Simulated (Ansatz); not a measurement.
Runs of Ansatz 0.2.0 on MoS2. It takes space group R3m (No. 160, trigonal). The conventional cell has a = 3.160 Å, b = 3.160 Å, c = 18.450 Å, α = 90.00°, β = 90.00°, γ = 120.00°. Mo (site symmetry 3m) has 6 S at 2.39 Å as nearest neighbours. S (site symmetry 3m) is surrounded by 3 Mo at 2.39 Å. Around S (site symmetry 3m) lie 3 Mo at 2.39 Å. Measurements of this composition are mostly on another form, of space group No. 194.

```csv
task,level,spin,k mesh,cutoff (eV),smearing,atoms under strain,points for each segment of the path,gap on the mesh (eV),pressure (GPa),V0 of scaled cells (Å³/atom),B0 (GPa),largest force (eV/Å)
elastic constants,PBEsol,off,8 × 8 × 8,420,fixed,relaxed,-,0.98,(b),-,-,-
equation of state,PBE,off,10 × 10 × 10,420,fermi-dirac 0.05 eV,-,-,-,-,18.36,141,-
band structure,PBE,off,10 × 10 × 10,420,fermi-dirac 0.05 eV,-,14,0.95,5.4,-,-,0.52
equation of state,r2SCAN,off,10 × 10 × 10,500,fermi-dirac 0.05 eV,-,-,-,-,18.20,150,-
band structure,PBEsol,"SOC, no magnetisation",10 × 10 × 10,420,fermi-dirac 0.05 eV,-,14,0.87,(a),-,-,0.26
```

Alike in all rows: potentials or basis Ansatz PAW; cell as given.

Q: Estimate the missing entries.

A: (a) 0.3; (b) -0.8.

Caveats: the PAW data sets come from PBE, with cores solved anew for the run's functional, which leaves a small shift of forces and pressure (some runs); the cell was scaled at fixed shape and fractional positions, which overstates the stiffness of a crystal with free parameters, most of all of layers and chains (some runs); the PAW data sets were made with another functional, which shifts forces and pressure a little (some runs).

A k mesh can miss the band edges, and rows without SOC leave out spin-orbit coupling on Mo.
